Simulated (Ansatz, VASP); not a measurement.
## LaH3 in VASP and in Ansatz

File INCAR:

```
SYSTEM = LaH3
PREC     = Accurate       ! precision mode
ENCUT    = 520            ! plane-wave cutoff, eV
EDIFF    = 1E-7           ! SCF threshold, eV
ISMEAR   = 1              ! smearing method
SIGMA    = 0.05           ! smearing width, eV
LREAL    = .False.        ! projectors in reciprocal space
LASPH    = .True.         ! aspherical terms in the spheres
NELM     = 60             ! most SCF steps
ALGO     = Normal         ! electronic algorithm
ISIF     = 2              ! what is computed and relaxed
LWAVE    = .False.        ! write WAVECAR
LCHARG   = .False.        ! write CHGCAR
GGA      = PS             ! functional
NBANDS   = 15             ! bands
```

File KPOINTS:

```
regular mesh
0
Gamma
  6 6 6
  0 0 0
```

The input POSCAR:

```
LaH3
1.0
   -1.9700893349      1.9700893349      2.7870153381
    1.9700893349     -1.9700893349      2.7870153381
    1.9700893349      1.9700893349     -2.7870153381
La H
1 3
Direct
    0.0000000000      0.0000000000      0.0000000000
    0.7500000000      0.2500000000      0.5000000000
    0.2500000000      0.7500000000      0.5000000000
    0.5000000000      0.5000000000      0.0000000000
```

Input for Ansatz:

```yaml
crystal:
  lattice:
    - [-1.9700893349, 1.9700893349, 2.7870153381]
    - [1.9700893349, -1.9700893349, 2.7870153381]
    - [1.9700893349, 1.9700893349, -2.7870153381]
  atoms:
    - { symbol: La, position: [0.0, 0.0, 0.0] }
    - { symbol: H, position: [0.75, 0.25, 0.5] }
    - { symbol: H, position: [0.25, 0.75, 0.5] }
    - { symbol: H, position: [0.5, 0.5, 0.0] }
kpoints:
  mp_grid: { grid: [6, 6, 6] }
hamiltonian:
  xc: pbesol
scf:
  occupations: { method: cold, width: 0.05 }
  n_extra_bands: 5
output:
  forces: true
  stress: true
  eigenvalues: true
```

Alike in both runs: task single point; functional PBEsol; k mesh 6 × 6 × 6; no spin polarisation.

|  | VASP | Ansatz |
| --- | --- | --- |
| version | VASP 6.6.1 | Ansatz 0.2.0 |
| potentials or method | VASP PAW PBE potentials, release 64 (La, H) | plane waves |
| plane-wave cutoff (eV) | 520 | 420 |
| occupations | methfessel-paxton of order 1, width 0.05 eV | cold, width 0.05 eV |
| valence electrons in the cell | 14 | 14 |

VASP gave:

* pressure (GPa): -3.2

Problem. What did Ansatz give for the same quantities?

Solution. Pressure (GPa): -3.1.

Caveats: the k mesh is coarse (spacing up to 0.38 Å⁻¹), so the values aren't converged; the PAW data sets were made with another functional, which shifts forces and pressure a little (VASP). The runs have no spin-orbit coupling, so splittings on La are missing.
